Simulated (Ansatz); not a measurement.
# (12,0) C nanotube: bands by functional and under strain, part 3 of 4

What gap, if any, does the (12,0) C nanotube have, and how does it change with the functional and under strain?

Ansatz 0.2.0; DFT PBE, plane waves, PAW; relaxation of a wire's period (the session's first sound run).

So far, band gap (eV): step 3 (the perfect wire, PBE) 0.0421; step 4 (LDA PBE, k-mesh 1×1×15) 0.0449; step 5 (PBEsol PBE, k-mesh 1×1×15) 0.0404; step 6 (r2SCAN PBE, cutoff 500 eV, k-mesh 1×1×15) 0.0432.

### 8. Strain along the wire, period over the relaxed period 1.06, k-mesh 1×1×14

This step: DFT PBE, plane waves, PAW; relaxation at a fixed period (Ansatz 0.2.0).

The period is set to 1.06 times the relaxed one and the atoms relax within it: strain changes bond lengths and angles, which shifts the bands against each other. Against the first PBE run of this kind, the mesh along the wire has 14 points against 19.

The cell differs from the one that the last finished run ended in (c 4.272 → 4.528 Å).

Contents of input.yaml:

```yaml
crystal:
  lattice:
    - [16.195, 0.0, 0.0]
    - [0.0, 16.195, 0.0]
    - [0.0, 0.0, 4.5278226129]
  atoms:
    - { symbol: C, position: [0.20744307, 0.499989021, 0.000250557] }
    - { symbol: C, position: [0.246644166, 0.646256651, 0.000247764] }
    - { symbol: C, position: [0.246644166, 0.35372139, 0.000247764] }
    - { symbol: C, position: [0.35372139, 0.753333875, 0.000247764] }
    - { symbol: C, position: [0.35372139, 0.246644166, 0.000247764] }
    - { symbol: C, position: [0.499989021, 0.792534972, 0.000250557] }
    - { symbol: C, position: [0.499989021, 0.20744307, 0.000250557] }
    - { symbol: C, position: [0.646256651, 0.753333875, 0.000247764] }
    - { symbol: C, position: [0.646256651, 0.246644166, 0.000247764] }
    - { symbol: C, position: [0.753333875, 0.646256651, 0.000247764] }
    - { symbol: C, position: [0.753333875, 0.35372139, 0.000247764] }
    - { symbol: C, position: [0.792534972, 0.499989021, 0.000250557] }
    - { symbol: C, position: [0.20744307, 0.499989021, 0.333082777] }
    - { symbol: C, position: [0.246644166, 0.646256651, 0.333085569] }
    - { symbol: C, position: [0.246644166, 0.35372139, 0.333085569] }
    - { symbol: C, position: [0.35372139, 0.753333875, 0.333085569] }
    - { symbol: C, position: [0.35372139, 0.246644166, 0.333085569] }
    - { symbol: C, position: [0.499989021, 0.792534972, 0.333082777] }
    - { symbol: C, position: [0.499989021, 0.20744307, 0.333082777] }
    - { symbol: C, position: [0.646256651, 0.753333875, 0.333085569] }
    - { symbol: C, position: [0.646256651, 0.246644166, 0.333085569] }
    - { symbol: C, position: [0.753333875, 0.646256651, 0.333085569] }
    - { symbol: C, position: [0.753333875, 0.35372139, 0.333085569] }
    - { symbol: C, position: [0.792534972, 0.499989021, 0.333082777] }
    - { symbol: C, position: [0.217415673, 0.575703916, 0.500247797] }
    - { symbol: C, position: [0.217415673, 0.424274125, 0.500247797] }
    - { symbol: C, position: [0.293134494, 0.706843547, 0.50025045] }
    - { symbol: C, position: [0.293134494, 0.293134494, 0.50025045] }
    - { symbol: C, position: [0.424274125, 0.782562369, 0.500247797] }
    - { symbol: C, position: [0.424274125, 0.217415673, 0.500247797] }
    - { symbol: C, position: [0.575703916, 0.782562369, 0.500247797] }
    - { symbol: C, position: [0.575703916, 0.217415673, 0.500247797] }
    - { symbol: C, position: [0.706843547, 0.706843547, 0.50025045] }
    - { symbol: C, position: [0.706843547, 0.293134494, 0.50025045] }
    - { symbol: C, position: [0.782562369, 0.575703916, 0.500247797] }
    - { symbol: C, position: [0.782562369, 0.424274125, 0.500247797] }
    - { symbol: C, position: [0.217415673, 0.575703916, 0.833085536] }
    - { symbol: C, position: [0.217415673, 0.424274125, 0.833085536] }
    - { symbol: C, position: [0.293134494, 0.706843547, 0.833082883] }
    - { symbol: C, position: [0.293134494, 0.293134494, 0.833082883] }
    - { symbol: C, position: [0.424274125, 0.782562369, 0.833085536] }
    - { symbol: C, position: [0.424274125, 0.217415673, 0.833085536] }
    - { symbol: C, position: [0.575703916, 0.782562369, 0.833085536] }
    - { symbol: C, position: [0.575703916, 0.217415673, 0.833085536] }
    - { symbol: C, position: [0.706843547, 0.706843547, 0.833082883] }
    - { symbol: C, position: [0.706843547, 0.293134494, 0.833082883] }
    - { symbol: C, position: [0.782562369, 0.575703916, 0.833085536] }
    - { symbol: C, position: [0.782562369, 0.424274125, 0.833085536] }
kpoints:
  mp_grid: { grid: [1, 1, 14] }
  band_path: { path: ["Γ", Z], npoints: 50 }
scf:
  occupations: { method: fermi_dirac, width: 0.05 }
hamiltonian:
  xc: pbe
relax:
  max_steps: 40
  f_tol: 0.02
output:
  stress: true
```

Started as:

```sh
$ ansatz run input.yaml --threads 4 --pin off --max-ram 16384MiB --backend cpu --events-out ev --progress --plain --runs-dir out
```

Numbers of over 12 decimals in the logs are rounded to 6 here.

Log:

```text
Warning: output.stress: scf.convergence.dr2_threshold = 1e-7 eV (the SCF's general default) is looser than the 4.8e-9 eV advised for a printed stress (1e-10 eV for each atom of the cell: 48). What an SCF threshold leaves in a stress goes as its square root, and in the free energy as the threshold itself, and one threshold admits the most on a small cell: [figures from the program's tests cut] Every solve of this run  [...]
[...]
Crystal: 48 atoms, lattice volume = 1187.548 Å³
Basis set: ecut = 420 eV, 23239 PW (Γ), exchange–correlation on 240×240×64 points (8 copies of the dense FFT grid, shifted against one another)
Bands: 144, of which v1, the nominal top of the filled ones, is band 96 counted from 1 (95 counted from 0)
Symmetry: 16 space group operations
[...]
k-points: 8 of 14
[...]
SCF iter   1: F=—  HF=-12036.545039 eV  |F-HF|=—  |Δ(HF+E_count)|=         —  Δρ=2.27e-3  dr2=6.79e-2  ethr=1.77e-3  ⟨swp⟩=12.1  Hψ=7562  notcnv=0  defer=158
[...]
SCF iter   6: F=-12036.552577 eV  HF=-12036.552577 eV  |F-HF|=2.14e-7  |Δ(HF+E_count)|=   1.06e-6  Δρ=2.76e-6  dr2=2.36e-7  ethr=2.10e-10  ⟨swp⟩=1.9  Hψ=2881  notcnv=0
SCF 1 converged in 6 iterations: F = -12036.552577 eV  dr2 = 2.36e-7
[...]
relax step   1: F+E_penalty+E_count = -12036.55257728 eV  Δ(F+E_penalty+E_count) = +0.000e0 eV  max|allowed force component| = 1.434e-1 eV/Å  Δτ_max = 0.0000 Å  (6 SCF iters, dr2 threshold 1.00e-5 eV, accepted)
[...]
SCF iter   7: F=-12036.675170 eV  HF=-12036.675170 eV  |F-HF|=7.82e-10  |Δ(HF+E_count)|=   2.79e-7  Δρ=1.23e-6  dr2=8.47e-9  ethr=6.70e-10  ⟨swp⟩=4.0  Hψ=3153  notcnv=0
SCF 2 converged in 7 iterations: F = -12036.675170 eV  dr2 = 8.47e-9
[...]
relax step   2: F+E_penalty+E_count = -12036.67516997 eV  Δ(F+E_penalty+E_count) = -1.226e-1 eV  max|allowed force component| = 1.972e-2 eV/Å  Δτ_max = 0.0378 Å  (7 SCF iters, dr2 threshold 1.29e-6 eV, accepted)
[...]
SCF iter   2: F=-12036.675170 eV  HF=-12036.675170 eV  |F-HF|=1.09e-9  |Δ(HF+E_count)|=   5.98e-5  Δρ=6.54e-7  dr2=1.97e-9  ethr=4.26e-12  ⟨swp⟩=4.2  Hψ=3298  notcnv=0
SCF 3 converged in 2 iterations: F = -12036.675170 eV  dr2 = 1.97e-9
relax step   3: F+E_penalty+E_count = -12036.67516997 eV  Δ(F+E_penalty+E_count) = -1.750e-9 eV  max|allowed force component| = 1.972e-2 eV/Å  Δτ_max = 0.0000 Å  (2 SCF iters, accepted)
[...]
the search or the solves at the SCF's close seem to have found levels that the self-consistency loop had missed (the run counts 1). By its estimate they hold under 1e-12 electrons; where the run keeps them, the occupations were computed again with them
[...]
SCF converged after 2 iterations
Free energy (F): -12036.675170 eV
[...]
Internal energy: -12036.674949 eV  (E = F + TS)
E sigma→0 (E₀):  -12036.675060 eV
Entropy (-TS):   -0.000221 eV (-0.005 meV/atom)
Fermi energy:    -0.308547 eV
[...]
--- Forces (eV/Å), atoms counted from 1 ---
  atom   1  C      0.01697077     0.00000000     0.01909310
  atom   2  C      0.01494387    -0.00843203     0.01971966
  atom   3  C      0.01494387     0.00843203     0.01971966
  atom   4  C      0.00843203    -0.01494387     0.01971966
  atom   5  C      0.00843203     0.01494387     0.01971966
  atom   6  C     -0.00000000    -0.01697077     0.01909310
  atom   7  C     -0.00000000     0.01697077     0.01909310
  atom   8  C     -0.00843203    -0.01494387     0.01971966
  atom   9  C     -0.00843203     0.01494387     0.01971966
  atom  10  C     -0.01494387    -0.00843203     0.01971966
  atom  11  C     -0.01494387     0.00843203     0.01971966
  atom  12  C     -0.01697077     0.00000000     0.01909310
  atom  13  C      0.01697077     0.00000000    -0.01909310
  atom  14  C      0.01494387    -0.00843203    -0.01971966
  atom  15  C      0.01494387     0.00843203    -0.01971966
  atom  16  C      0.00843203    -0.01494387    -0.01971966
  atom  17  C      0.00843203     0.01494387    -0.01971966
  atom  18  C     -0.00000000    -0.01697077    -0.01909310
  atom  19  C     -0.00000000     0.01697077    -0.01909310
  atom  20  C     -0.00843203    -0.01494387    -0.01971966
  atom  21  C     -0.00843203     0.01494387    -0.01971966
  atom  22  C     -0.01494387    -0.00843203    -0.01971966
  atom  23  C     -0.01494387     0.00843203    -0.01971966
  atom  24  C     -0.01697077     0.00000000    -0.01909310
  atom  25  C      0.01659619    -0.00477368     0.01965126
  atom  26  C      0.01659619     0.00477368     0.01965126
  atom  27  C      0.01206240    -0.01206240     0.01907862
  atom  28  C      0.01206240     0.01206240     0.01907862
  atom  29  C      0.00477368    -0.01659619     0.01965126
  atom  30  C      0.00477368     0.01659619     0.01965126
  atom  31  C     -0.00477368    -0.01659619     0.01965126
  atom  32  C     -0.00477368     0.01659619     0.01965126
  atom  33  C     -0.01206240    -0.01206240     0.01907862
  atom  34  C     -0.01206240     0.01206240     0.01907862
  atom  35  C     -0.01659619    -0.00477368     0.01965126
  atom  36  C     -0.01659619     0.00477368     0.01965126
  atom  37  C      0.01659619    -0.00477368    -0.01965126
  atom  38  C      0.01659619     0.00477368    -0.01965126
  atom  39  C      0.01206240    -0.01206240    -0.01907862
  atom  40  C      0.01206240     0.01206240    -0.01907862
  atom  41  C      0.00477368    -0.01659619    -0.01965126
  atom  42  C      0.00477368     0.01659619    -0.01965126
  atom  43  C     -0.00477368    -0.01659619    -0.01965126
  atom  44  C     -0.00477368     0.01659619    -0.01965126
  atom  45  C     -0.01206240    -0.01206240    -0.01907862
  atom  46  C     -0.01206240     0.01206240    -0.01907862
  atom  47  C     -0.01659619    -0.00477368    -0.01965126
  atom  48  C     -0.01659619     0.00477368    -0.01965126
  max |Σ_I F_I| component: 1.39e-17 eV/Å
--- Stress (GPa, compression-positive) ---
       -0.261659       0.000000       0.000000
        0.000000      -0.261659       0.000000
        0.000000       0.000000     -19.627108
  P = ⅓ Tr σ = -6.7168 GPa (-67.168 kbar)
--- Band table (eV; the first three rows and the last of 8) ---
  k-point 0: bands = [... 92 lower, -1.0864, -1.0864, -0.6562, -0.6555, 0.0373, 0.0403, 0.6357, 0.6580, ... 44 higher]
  k-point 1: bands = [... 92 lower, -1.1417, -1.1417, -0.9505, -0.9496, 0.3291, 0.3319, 0.6947, 0.6947, ... 44 higher]
  k-point 2: bands = [... 92 lower, -1.4375, -1.4364, -1.2966, -1.2966, 0.7992, 0.7992, 0.8101, 0.8133, ... 44 higher]
  k-point 7: bands = [... 92 lower, -2.7015, -2.7015, -2.1553, -2.1535, 1.3674, 1.3742, 2.0138, 2.0138, ... 44 higher]
--- Relaxed structure (3 steps of the walk, 3 accepted, 0 SCFs on fresh bases) ---
  F+E_penalty+E_count = -12036.67516997 eV   max|allowed force component| = 1.972e-2 eV/Å
  atoms:
    - { symbol: C, position: [0.209773, 0.499989, 0.000773638] }
    - { symbol: C, position: [0.248657, 0.645095, 0.000771046] }
    - { symbol: C, position: [0.248657, 0.354883, 0.000771046] }
    - { symbol: C, position: [0.354883, 0.751321, 0.000771046] }
    - { symbol: C, position: [0.354883, 0.248657, 0.000771046] }
    - { symbol: C, position: [0.499989, 0.790205, 0.000773638] }
    - { symbol: C, position: [0.499989, 0.209773, 0.000773638] }
    - { symbol: C, position: [0.645095, 0.751321, 0.000771046] }
    - { symbol: C, position: [0.645095, 0.248657, 0.000771046] }
    - { symbol: C, position: [0.751321, 0.645095, 0.000771046] }
    - { symbol: C, position: [0.751321, 0.354883, 0.000771046] }
    - { symbol: C, position: [0.790205, 0.499989, 0.000773638] }
    - { symbol: C, position: [0.209773, 0.499989, 0.332560] }
    - { symbol: C, position: [0.248657, 0.645095, 0.332562] }
    - { symbol: C, position: [0.248657, 0.354883, 0.332562] }
    - { symbol: C, position: [0.354883, 0.751321, 0.332562] }
    - { symbol: C, position: [0.354883, 0.248657, 0.332562] }
    - { symbol: C, position: [0.499989, 0.790205, 0.332560] }
    - { symbol: C, position: [0.499989, 0.209773, 0.332560] }
    - { symbol: C, position: [0.645095, 0.751321, 0.332562] }
    - { symbol: C, position: [0.645095, 0.248657, 0.332562] }
    - { symbol: C, position: [0.751321, 0.645095, 0.332562] }
    - { symbol: C, position: [0.751321, 0.354883, 0.332562] }
    - { symbol: C, position: [0.790205, 0.499989, 0.332560] }
    - { symbol: C, position: [0.219661, 0.575102, 0.500771] }
    - { symbol: C, position: [0.219661, 0.424876, 0.500771] }
    - { symbol: C, position: [0.294780, 0.705198, 0.500773] }
    - { symbol: C, position: [0.294780, 0.294780, 0.500773] }
    - { symbol: C, position: [0.424876, 0.780317, 0.500771] }
    - { symbol: C, position: [0.424876, 0.219661, 0.500771] }
    - { symbol: C, position: [0.575102, 0.780317, 0.500771] }
    - { symbol: C, position: [0.575102, 0.219661, 0.500771] }
    - { symbol: C, position: [0.705198, 0.705198, 0.500773] }
    - { symbol: C, position: [0.705198, 0.294780, 0.500773] }
    - { symbol: C, position: [0.780317, 0.575102, 0.500771] }
    - { symbol: C, position: [0.780317, 0.424876, 0.500771] }
    - { symbol: C, position: [0.219661, 0.575102, 0.832563] }
    - { symbol: C, position: [0.219661, 0.424876, 0.832563] }
    - { symbol: C, position: [0.294780, 0.705198, 0.832560] }
    - { symbol: C, position: [0.294780, 0.294780, 0.832560] }
    - { symbol: C, position: [0.424876, 0.780317, 0.832563] }
    - { symbol: C, position: [0.424876, 0.219661, 0.832563] }
    - { symbol: C, position: [0.575102, 0.780317, 0.832563] }
    - { symbol: C, position: [0.575102, 0.219661, 0.832563] }
    - { symbol: C, position: [0.705198, 0.705198, 0.832560] }
    - { symbol: C, position: [0.705198, 0.294780, 0.832560] }
    - { symbol: C, position: [0.780317, 0.575102, 0.832563] }
    - { symbol: C, position: [0.780317, 0.424876, 0.832563] }
```

The job ended after 4 min (4 threads of Arm Neoverse V1, shared host; peak memory 6.1 GiB).

The steps of the relaxation:

```
step  energy less that of the first step (eV)  largest force component (eV/Å)
   1                                   0.0000                          0.1434
   2                                  -0.1226                          0.0197
   3                                  -0.1226                          0.0197
```

The run keeps the 16 symmetry operations that it works with, so distortions that break them were not tested.

The atoms that moved most (Å):

```
atom      dx      dy      dz  length
 C24  -0.038   0.000  -0.002   0.038
 C18   0.000  -0.038  -0.002   0.038
 C12  -0.038   0.000   0.002   0.038
  C6   0.000  -0.038   0.002   0.038
 C19   0.000   0.038  -0.002   0.038
 C13   0.038   0.000  -0.002   0.038
  C1   0.038   0.000   0.002   0.038
  C7   0.000   0.038   0.002   0.038
```

Numbers from this step:

```
energy at zero smearing : -12036.6751 eV
band gap                : 0.6928 eV
```

Electronic bands along the path, in eV, zero at the Fermi level; v1 is the highest filled band, c1 the lowest empty one:

```
  point     v4     v3     v2     v1    c1    c2    c3    c4
      Γ  -0.78  -0.78  -0.35  -0.35  0.35  0.35  0.94  0.97
halfway  -1.88  -1.88  -1.35  -1.35  1.37  1.37  1.87  1.87
      Z  -2.39  -2.39  -1.85  -1.84  1.68  1.68  2.32  2.32
```

The gap is 0.693 eV, against 0.0421 eV under PBE at the relaxed period.

### 9. Strain along the wire, period over the relaxed period 0.97, k-mesh 1×1×15

The period is set to 0.97 times the relaxed one and the atoms relax within it: strain changes bond lengths and angles, which shifts the bands against each other. Against the first PBE run of this kind, the mesh along the wire has 15 points against 19.

The cell differs from the one that the last finished run ended in (c 4.528 → 4.143 Å).

Edit input.yaml of step 8 so:

```diff
@@ -4,3 +4,3 @@
     - [0.0, 16.195, 0.0]
-    - [0.0, 0.0, 4.5278226129]
+    - [0.0, 0.0, 4.1433848439]
   atoms:
@@ -55,3 +55,3 @@
 kpoints:
-  mp_grid: { grid: [1, 1, 14] }
+  mp_grid: { grid: [1, 1, 15] }
   band_path: { path: ["Γ", Z], npoints: 50 }
```

Log:

```text
[...]
Crystal: 48 atoms, lattice volume = 1086.719 Å³
Basis set: ecut = 420 eV, 21149 PW (Γ), exchange–correlation on 240×240×60 points (8 copies of the dense FFT grid, shifted against one another)
Bands: 144, of which v1, the nominal top of the filled ones, is band 96 counted from 1 (95 counted from 0)
Symmetry: 16 space group operations
[...]
- { symbol: C, position: [0.499989, 0.794478, -0.000838012] }
    - { symbol: C, position: [0.499989, 0.205500, -0.000838012] }
    - { symbol: C, position: [0.647231, 0.755019, -0.000838283] }
[...]
- { symbol: C, position: [0.708219, 0.708219, 0.834169] }
    - { symbol: C, position: [0.708219, 0.291759, 0.834169] }
    - { symbol: C, position: [0.784441, 0.576208, 0.834170] }
    - { symbol: C, position: [0.784441, 0.423770, 0.834170] }
[key lines of the parts left out:]
SCF converged after 2 iterations
Free energy (F): -12039.742681 eV
Fermi energy:    0.243373 eV
P = ⅓ Tr σ = 3.9987 GPa (39.987 kbar)
```

Elapsed: 3.9 min, on 4 threads; peak memory 5.6 GiB.

The steps of the relaxation:

```
step  energy less that of the first step (eV)  largest force component (eV/Å)
   1                                   0.0000                          0.4745
   2                                  -0.0892                          0.2217
   3                                  -0.1031                          0.0064
   4                                  -0.1031                          0.0064
```

The run keeps the 16 symmetry operations that it works with, so distortions that break them were not tested.

The atoms that moved most (Å):

```
atom      dx      dy      dz  length
 C20   0.016   0.027   0.004   0.032
 C22   0.027   0.016   0.004   0.032
  C8   0.016   0.027  -0.004   0.032
 C10   0.027   0.016  -0.004   0.032
 C23   0.027  -0.016   0.004   0.032
 C16  -0.016   0.027   0.004   0.032
 C11   0.027  -0.016  -0.004   0.032
  C4  -0.016   0.027  -0.004   0.032
```

This step gave:

```
energy at zero smearing : -12039.7417 eV
band gap                : 0.4287 eV
```

The electronic bands at the labelled points (eV, zero at the Fermi level; v1 is the highest filled band, c1 the lowest empty one):

```
  point     v4     v3     v2     v1    c1    c2    c3    c4
      Γ  -0.83  -0.83  -0.22  -0.21  0.22  0.22  0.65  0.65
halfway  -2.05  -2.05  -1.87  -1.87  1.54  1.54  1.85  1.86
      Z  -2.94  -2.94  -2.46  -2.46  1.73  1.74  2.34  2.34
```

The gap is 0.429 eV, against 0.0421 eV under PBE at the relaxed period.

### 10. A repeat with changed settings

This step: DFT LDA, plane waves, PAW; bands of a perfect wire at the PBE geometry; changed: magnetization.spin_polarized = 2.5, scf.max_iter = 75 (Ansatz 0.2.0).

The input of the band run (LDA) is made doubtful on purpose.

Edit input.yaml of step 9 so:

```diff
@@ -4,3 +4,3 @@
     - [0.0, 16.195, 0.0]
-    - [0.0, 0.0, 4.1433848439]
+    - [0.0, 0.0, 4.2715307669]
   atoms:
@@ -59,8 +59,6 @@
   occupations: { method: fermi_dirac, width: 0.05 }
+  max_iter: 75
 hamiltonian:
-  xc: pbe
-relax:
-  max_steps: 40
-  f_tol: 0.02
-output:
-  stress: true
+  xc: lda
+magnetization:
+  spin_polarized: 2.5
```

Log:

```text
Error: YAML parse error: error: line 64 column 19: invalid boolean (strict mode expects true/false)
  --> <input>:64:19
   |
62 |   xc: lda
63 | magnetization:
64 |   spin_polarized: 2.5
   |                   ^ invalid boolean (strict mode expects true/false)
```

It took 0.02 s on 4 threads; peak memory 0.022 GiB.

The program refused the input before any cycle.

The program's message: “Error: YAML parse error: error: line 64 column 19: invalid boolean (strict mode expects true/false)”

The change that led to it: magnetization.spin_polarized = 2.5.

(Continued in part 4 of 4.)

[Logs are printed without paths, hosts, clocks, repeated set-up lines and the standing remarks that a program may print on its own settings, such as how far it seeks lower states.]

[Hosts, paths, dates, database ids (printed as entryN), source tags and the programs' standing remarks are cut or masked in the printed files.]
